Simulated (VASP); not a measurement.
# MoS₂, charged layer: which settings are enough?

MoS₂, sheet, 3 atoms in the cell. SCAN; PAW potentials Mo_sv, S (PBE set). VASP 6.6.1.

Wanted: energies over the neutral cell within 0.003 eV.

In-plane mesh in multiples of three: yes; Starting cell: layer relaxed first with the same functional; Charge step (e per cell): 0.02.

POSCAR of the starting run:
```
MoS2
1.0
    3.1739772104      0.0000000000      0.0000000000
   -1.5869886052      2.7487448952      0.0000000000
    0.0000000000      0.0000000000     17.1036009985
Mo S
1 2
Direct
    0.0000000000      1.0000000000      0.5000000000
    0.3333333334      0.6666666666      0.5907294610
    0.3333333334      0.6666666666      0.4092705390
```

The series start from vacuum (Å): 14; truncation: LCOARSEN F, default padding; k spacing (1/Å): 0.2; Smearing SIGMA (eV): 0.05; Cutoff ENCUT (eV): 340; PREC: Accurate; ALGO: Normal. Each series keeps the choices made before it, and each single choice may use up half of a tolerance. Times cover all steps of a run.

## Vacuum (Å)

| Vacuum (Å) | Energies over the neutral cell, largest deviation (eV) | Time (s) |
|---|---|---|
| 6 | 0.0000 | 78 |
| 8 | 0.0001 | 89 |
| 11 | 0.0001 | 143 |
| 14 | 0.0001 | 293 |
| 18 (reference) | 0.0000 | 552 |

Chosen: 6, the loosest value from which every tighter one stays within half of the tolerance.

## Truncation

| Truncation | Energies over the neutral cell, largest deviation (eV) | Time (s) |
|---|---|---|
| LCOARSEN F, default padding | 0.0000 | 78 |
| LCOARSEN T | 0.0000 | 72 |
| IPAD 1, FACTOR 0.5 | 0.1284 | 70 |

Chosen: LCOARSEN F, default padding; no other choice that stays within half of the tolerance saves 30 % of the time.

## k spacing (1/Å)

| k spacing (1/Å) | Energies over the neutral cell, largest deviation (eV) | Time (s) |
|---|---|---|
| 0.5 | 0.0004 | 46 |
| 0.3 | 0.0002 | 60 |
| 0.2 | 0.0000 | 78 |
| 0.14 | 0.0000 | 97 |
| 0.1 (reference) | 0.0000 | 151 |

Chosen: 0.5.

## Smearing SIGMA (eV)

| Smearing SIGMA (eV) | Energies over the neutral cell, largest deviation (eV) | Time (s) |
|---|---|---|
| 0.2 | 0.0017 | 64 |
| 0.1 | 0.0006 | 48 |
| 0.05 | 0.0002 | 46 |
| 0.02 (reference) | 0.0000 | 46 |

Chosen: 0.1.

## Cutoff ENCUT (eV)

| Cutoff ENCUT (eV) | Energies over the neutral cell, largest deviation (eV) | Time (s) |
|---|---|---|
| 210 | 0.0003 | 43 |
| 260 | 0.0000 | 53 |
| 300 | 0.0000 | 49 |
| 340 | 0.0000 | 48 |
| 390 | 0.0000 | 42 |
| 470 (reference) | 0.0000 | 47 |

Chosen: 210.

## PREC

| PREC | Energies over the neutral cell, largest deviation (eV) | Time (s) |
|---|---|---|
| Accurate | 0.0000 | 43 |
| Normal | 0.0001 | 26 |

Chosen: Normal, the fastest of those that stay within half of the tolerance.

## ALGO

| ALGO | Energies over the neutral cell, largest deviation (eV) | Time (s) |
|---|---|---|
| Normal | 0.0000 | 26 |
| Fast | 0.0001 | 42 |

Chosen: Normal.

## All choices together

| Input | Energies over the neutral cell, largest deviation (eV) | Time (s) |
|---|---|---|
| uniform background, no truncation (naive) | 0.0844 | 228 |
| chosen settings | 0.0005 | 26 |
| reference settings throughout | 0.0000 | 1554 |

The tolerance is met.

Values of the reference run: Energies over the neutral cell: 0.1173, 0.05986, 0 eV over the neutral cell.

## The input

INCAR.step1:
```
SYSTEM = MoS2
PREC = Normal
ENCUT = 210
EDIFF = 1E-6
ISMEAR = 0
SIGMA = 0.1
LREAL = .FALSE.
LASPH = .TRUE.
ALGO = Normal
NELM = 150
LWAVE = .FALSE.
LCHARG = .FALSE.
METAGGA = SCAN
LMIXTAU = .TRUE.
KPAR = 4
KERNEL_TRUNCATION/LTRUNCATE = .TRUE.
KERNEL_TRUNCATION/IDIMENSIONALITY = 2
KERNEL_TRUNCATION/ISURFACE = 3
KERNEL_TRUNCATION/LCOARSEN = .FALSE.
```

INCAR.step2, as INCAR.step1 but for:
```
+ NELECT = 25.98
```

INCAR.step3 changes the same tag again: NELECT = 25.99.

KPOINTS:
```
Automatic mesh
0
Gamma
  6 6 1
  0 0 0
```

POSCAR:
```
MoS2
1.0
    3.1739772104      0.0000000000      0.0000000000
   -1.5869886052      2.7487448952      0.0000000000
    0.0000000000      0.0000000000      9.1036009985
Mo S
1 2
Direct
    0.0000000000      1.0000000000      0.5000000000
    0.3333333334      0.6666666666      0.6704600739
    0.3333333334      0.6666666666      0.3295399261
```

Commands (each step's output is kept before the next begins):
```
cat potpaw_PBE.64/Mo_sv/POTCAR potpaw_PBE.64/S/POTCAR > POTCAR
cp INCAR.step1 INCAR
mpirun -np 4 vasp_std > vasp.out
rm WAVECAR CHG
cp INCAR.step2 INCAR
mpirun -np 4 vasp_std > vasp.out
rm WAVECAR CHG
cp INCAR.step3 INCAR
mpirun -np 4 vasp_std > vasp.out
```

Limits: An infinite charged layer has no vacuum level far away: the truncated interaction sets the zero in the layer itself, so the energy per hole falls with the charge and equals the ionisation potential only at small charge.

The chosen input took VASP 6.6.1 26 s on 4 cores (Intel Xeon 6975P-C (Granite Rapids)), a shared host.

## An input that fails: truncation along an axis in the plane

The electronic loop stops at its limit of 150 steps.

Changes against the starting input:
```
(all steps)
- KERNEL_TRUNCATION/ISURFACE = 3
+ KERNEL_TRUNCATION/ISURFACE = 1
```
